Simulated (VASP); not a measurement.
Energy against volume of GeO₂ (rutile). Calculation: PBEsol GGA, VASP's PBE PAW potentials (set 64) (plane waves; VASP 6.6.1). Settings: 520 eV cut-off, 5×5×8 Γ-centred mesh, Gaussian smearing of 0.050 eV, potentials Ge_d O.

Shape and ions are relaxed at each volume.

| V (Å³/atom) | E (eV/atom) |
|---|---|
| 8.854 | -6.83127 |
| 9.137 | -6.85298 |
| 9.419 | -6.86014 |
| 9.702 | -6.85544 |

### Question
Fit these four points and predict the energy of the run at 9.984 Å³/atom.

### Answer
A cubic in V^(−2/3), the third-order Birch-Murnaghan form, passes through the four points with V0 = 9.44 Å³/atom and B0 = 221 GPa, and gives -6.8411 eV/atom there. The run gave -6.8412 eV/atom, -0.2 meV/atom from the fit; all five points give B0 = 220 GPa.

The compound is GeO2 in the rutile structure. It was relaxed first.
